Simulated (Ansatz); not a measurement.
All numbers below come from DFT PBE, scalar-relativistic, plane waves, PAW in Ansatz. Settings: cutoff 420 eV, Γ-centred meshes spaced at most about 0.3 Å⁻¹, and about 0.25 Å⁻¹ or finer for metals (2π included), Gaussian smearing. No spin polarisation.

All energies are static (0 K, no zero-point motion).

Two forms of TePt2 were relaxed alike.

A.

```xyz
6
Lattice="3.9838 0.0000 0.0000 0.0000 4.0202 0.0000 0.0000 0.0000 9.2405" Properties=species:S:1:pos:R:3 pbc="T T T"
Te    0.9960    0.0000    6.4610
Te    2.9879    0.0000    2.7795
Pt    2.9879    0.0000    8.2455
Pt    0.9960    2.0101    8.1173
Pt    0.9960    0.0000    0.9950
Pt    2.9879    2.0101    1.1232
```

B.

```xyz
12
Lattice="5.4780 0.0000 0.0000 0.0000 4.8709 0.0000 0.0000 0.0000 8.4371" Properties=species:S:1:pos:R:3 pbc="T T T"
Te    1.8947    3.6532    3.1603
Te    0.8443    1.2177    7.3788
Te    3.5833    1.2177    5.2768
Te    4.6337    3.6532    1.0583
Pt    1.9719    3.6532    0.3872
Pt    0.7671    1.2177    4.6057
Pt    0.9549    3.6532    6.1533
Pt    1.7841    1.2177    1.9348
Pt    3.5060    1.2177    8.0499
Pt    4.7109    3.6532    3.8313
Pt    4.5230    1.2177    2.2837
Pt    3.6939    3.6532    6.5023
```

**Question.** Which would you expect to be lower, and how large is the difference?

**Answer.** A is lower, by 69 meV/atom. A has space group Pmma (No. 51), 24.7 Å³/atom and no gap on its mesh; B has space group Pnma (No. 62), 18.8 Å³/atom and no gap. Counting Te atoms around Pt (those within 1.25 times the shortest such distance or 1.15 times the sum of covalent radii; a plus sign parts nearer from farther groups; a slash parts the counts of unlike sites), A has Pt 2 and B has Pt 2+1/5. Both come from invented guesses.

Weakly bound directions are ill-defined at this level, which has no dispersion term (Pmma), and this can change margins and order among such cells. Spin–orbit coupling, which can matter for Pt and Te, is left out. Cells relaxed within their symmetry can be saddle points.

The lower-energy form is also much the less dense, and its coordinates show why: it consists of slabs in which a double layer of platinum, packed much as in the fcc metal, is capped on both faces by tellurium, with an open gap between facing tellurium layers. Much of the extra volume is that gap. Form B fills space in three dimensions and gives some of its platinum more tellurium neighbours, but those contacts are longer than the ones in A. The preference for A therefore probably reflects fewer, stronger Pt–Te bonds alongside a compact Pt–Pt network, with tellurium lone pairs directed into the gap. The absence of a gap in both forms fits such a metal-rich composition, where extended Pt–Pt contacts broaden the d bands.

Because B is so much denser, compression should favour it, and the attraction missing from the functional would probably also help it more than A. The comparison ranks only these two arrangements and doesn't show that either would resist separating into platinum and a tellurium-richer telluride.
